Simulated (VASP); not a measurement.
Here is a VASP 6.6.1 calculation.

The input POSCAR:

```
Sb2S3                                   
1.0
   11.2851787599      0.0000000000      0.0000000000
    0.0000000000      3.8283747703      0.0000000000
    0.0000000000      0.0000000000     10.9162014254
  Sb              S             
     8    12
Direct
     0.4754810991499777    0.2500000000000000    0.3259465314389620
     0.0245189008500223    0.7500000000000000    0.8259465314389619
     0.9754810991499778    0.2500000000000000    0.1740534685610380
     0.5245189008500222    0.7500000000000000    0.6740534685610381
     0.3472279808842215    0.7500000000000000    0.0322852916765958
     0.1527720191157785    0.2500000000000000    0.5322852916765959
     0.8472279808842215    0.7500000000000000    0.4677147083234042
     0.6527720191157785    0.2500000000000000    0.9677147083234041
     0.2901664857043768    0.2500000000000000    0.1914648244227384
     0.2098335142956232    0.7500000000000000    0.6914648244227384
     0.7901664857043837    0.2500000000000000    0.3085351755772616
     0.7098335142956163    0.7500000000000000    0.8085351755772616
     0.5485501916731121    0.7500000000000000    0.1269400574129219
     0.9514498083268879    0.2500000000000000    0.6269400574129219
     0.0485501916731121    0.7500000000000000    0.3730599425870781
     0.4514498083268879    0.2500000000000000    0.8730599425870781
     0.3740927150424502    0.7500000000000000    0.4424300135971806
     0.1259072849575497    0.2500000000000000    0.9424300135971807
     0.8740927150424432    0.7500000000000000    0.0575699864028194
     0.6259072849575568    0.2500000000000000    0.5575699864028193
```

File INCAR.step1:

```
PREC     = Accurate       # precision mode
ENCUT    = 520            # plane-wave cutoff, eV
EDIFF    = 1E-5           # SCF threshold, eV
ISMEAR   = 0              # smearing method
SIGMA    = 0.03           # smearing width, eV
LREAL    = F              # projectors in reciprocal space
LASPH    = T              # aspherical terms in the spheres
NELM     = 80             # most SCF steps
ALGO     = Normal         # electronic algorithm
ISIF     = 2              # what is computed and relaxed
LWAVE    = T              # write WAVECAR
LCHARG   = F              # write CHGCAR
NBANDS   = 72             # bands
KPAR     = 4            
GGA      = PE             # functional
```

File INCAR.step2:

```
PREC     = Accurate       # precision mode
ENCUT    = 520            # plane-wave cutoff, eV
EDIFF    = 1E-6           # SCF threshold, eV
ISMEAR   = 0              # smearing method
SIGMA    = 0.03           # smearing width, eV
LREAL    = F              # projectors in reciprocal space
LASPH    = T              # aspherical terms in the spheres
NELM     = 80             # most SCF steps
ALGO     = Normal         # electronic algorithm
ISIF     = 2              # what is computed and relaxed
LWAVE    = F              # write WAVECAR
LCHARG   = F              # write CHGCAR
METAGGA  = MBJ            # meta-GGA
NBANDS   = 72             # bands
KPAR     = 4            
ISTART   = 1
```

Contents of KPOINTS:

```
regular mesh
0
Gamma
  4 8 4
```

Contents of KPOINTS_OPT:

```
explicit points
318
Reciprocal
 0.0000000000  0.0000000000  0.0000000000 1
 0.0000000000  0.0263157895  0.0000000000 1
 0.0000000000  0.0526315789  0.0000000000 1
 0.0000000000  0.0789473684  0.0000000000 1
 0.0000000000  0.1052631579  0.0000000000 1
 0.0000000000  0.1315789474  0.0000000000 1
[... 310 lines left out ...]
 0.0000000000  0.5000000000  0.0625168600 1
 0.0000000000  0.5000000000 -0.0625168600 1
```

Potentials or basis: VASP PAW PBE potentials, release 64 (Sb, S).

Run with:

```console
$ cat potpaw_PBE.64/Sb/POTCAR potpaw_PBE.64/S/POTCAR > POTCAR
$ cp INCAR.step1 INCAR
$ mpirun -np 4 vasp_std > vasp.out
$ cp INCAR.step2 INCAR
$ mpirun -np 4 vasp_std > vasp.out
```

Problem. Predict the band gap along the path.

Solution. 1.67 eV, indirect (least direct gap 1.73 eV).

Problem. Predict the band gap on the k mesh.

Solution. 1.68 eV, indirect (least direct gap 1.74 eV).

Levels at the corners of the path, in eV from the valence-band top:
```tsv
point	band 52	band 53	band 54	band 55	band 56	band 57	band 58	band 59	band 60	band 61
Γ	-0.41	-0.33	-0.24	-0.20	0.00	1.74	1.90	1.94	2.27	2.49
X	-1.24	-0.77	-0.77	-0.18	-0.18	2.27	2.27	2.56	2.56	2.63
X	-1.24	-0.77	-0.77	-0.18	-0.18	2.27	2.27	2.56	2.56	2.63
S	-1.34	-0.98	-0.98	-0.58	-0.58	2.13	2.13	2.28	2.28	3.29
S	-1.34	-0.98	-0.98	-0.58	-0.58	2.13	2.13	2.28	2.28	3.29
Y	-0.71	-0.28	-0.28	-0.18	-0.18	1.69	1.69	2.48	2.48	2.51
Y	-0.71	-0.28	-0.28	-0.18	-0.18	1.69	1.69	2.48	2.48	2.51
Γ	-0.41	-0.33	-0.24	-0.20	0.00	1.74	1.90	1.94	2.27	2.49
Γ	-0.41	-0.33	-0.24	-0.20	0.00	1.74	1.90	1.94	2.27	2.49
Z	-0.75	-0.19	-0.19	-0.09	-0.09	1.89	1.89	2.15	2.15	2.40
Z	-0.75	-0.19	-0.19	-0.09	-0.09	1.89	1.89	2.15	2.15	2.40
U	-1.51	-0.48	-0.48	-0.48	-0.48	2.53	2.53	2.53	2.53	2.86
U	-1.51	-0.48	-0.48	-0.48	-0.48	2.53	2.53	2.53	2.53	2.86
R	-1.28	-0.91	-0.91	-0.91	-0.91	2.36	2.36	2.36	2.36	2.93
R	-1.28	-0.91	-0.91	-0.91	-0.91	2.36	2.36	2.36	2.36	2.93
T	-0.70	-0.47	-0.47	-0.36	-0.36	1.74	1.74	2.48	2.48	2.51
T	-0.70	-0.47	-0.47	-0.36	-0.36	1.74	1.74	2.48	2.48	2.51
Z	-0.75	-0.19	-0.19	-0.09	-0.09	1.89	1.89	2.15	2.15	2.40
Y	-0.71	-0.28	-0.28	-0.18	-0.18	1.69	1.69	2.48	2.48	2.51
T	-0.70	-0.47	-0.47	-0.36	-0.36	1.74	1.74	2.48	2.48	2.51
U	-1.51	-0.48	-0.48	-0.48	-0.48	2.53	2.53	2.53	2.53	2.86
X	-1.24	-0.77	-0.77	-0.18	-0.18	2.27	2.27	2.56	2.56	2.63
S	-1.34	-0.98	-0.98	-0.58	-0.58	2.13	2.13	2.28	2.28	3.29
R	-1.28	-0.91	-0.91	-0.91	-0.91	2.36	2.36	2.36	2.36	2.93
```

Caveat: spin-orbit coupling is left out, which moves the levels of the heavy elements.
